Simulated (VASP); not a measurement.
# BaTiO₃: electric field gradients, by functional and GGA

BaTiO₃, Pm-3m (no. 221), 5 atoms in the cell.

| Functional | GGA | LASPH | Vzz of the first element (V/Å²) | Vzz of the second element (V/Å²) | Vzz of the third element (V/Å²) | Time (s) |
|---|---|---|---|---|---|---|
| LDA | CA | .TRUE. | 0.00 | 0.00 | 21.64 | 6.6 |
| PBE | PE | .TRUE. | 0.00 | 0.00 | 25.10 | 8.5 |
| PBEsol | PS | .TRUE. | 0.00 | 0.00 | 23.08 | 9.2 |
| RPBE | RP | .TRUE. | 0.00 | 0.00 | 26.87 | 9.6 |
| r2SCAN | default | .TRUE. | 0.00 | 0.00 | 29.97 | 29 |
| SCAN | default | .TRUE. | 0.00 | 0.00 | 29.74 | 29 |
| TPSS | default | .TRUE. | 0.00 | 0.00 | 21.58 | 35 |
| PBE | PE | .FALSE. | 0.00 | 0.00 | 24.81 | 8.0 |

## Input of the first row

INCAR:
```
SYSTEM = BaTiO3
GGA = CA ; PREC = Accurate
ENCUT = 600 ; EDIFF = 1E-7
LREAL = .FALSE. ; LASPH = .TRUE.
ALGO = Normal ; NELM = 120
LWAVE = .FALSE. ; LCHARG = .FALSE.
ISMEAR = 0 ; SIGMA = 0.02
KPAR = 4 ; LEFG = .TRUE.
QUAD_EFG = 245 302 -25.58
```

KPOINTS:
```
k-points
0
Gamma
  6 6 6
```

POSCAR:
```
BaTiO3
1.0
    4.0060000000      0.0000000000      0.0000000000
    0.0000000000      4.0060000000      0.0000000000
    0.0000000000      0.0000000000      4.0060000000
Ba Ti O
1 1 3
Direct
    0.5000000000      0.5000000000      0.5000000000
    0.0000000000      0.0000000000      0.0000000000
    0.0000000000      0.0000000000      0.5000000000
    0.0000000000      0.5000000000      0.0000000000
    0.5000000000      0.0000000000      0.0000000000
```

Commands:
```
cat potpaw_LDA.64/Ba_sv/POTCAR potpaw_LDA.64/Ti_sv/POTCAR potpaw_LDA.64/O/POTCAR > POTCAR
mpirun -np 4 vasp_std > vasp.out
```

Changes of the last row against the first:
```
- GGA = CA
- LASPH = True
+ GGA = PE
+ LASPH = False
- cat potpaw_LDA.64/Ba_sv/POTCAR potpaw_LDA.64/Ti_sv/POTCAR potpaw_LDA.64/O/POTCAR > POTCAR
+ cat potpaw_PBE.64/Ba_sv/POTCAR potpaw_PBE.64/Ti_sv/POTCAR potpaw_PBE.64/O/POTCAR > POTCAR
```

VASP 6.6.1 took 6.6 s on 4 cores (Intel Xeon Platinum 8488C (Sapphire Rapids)), a shared host.
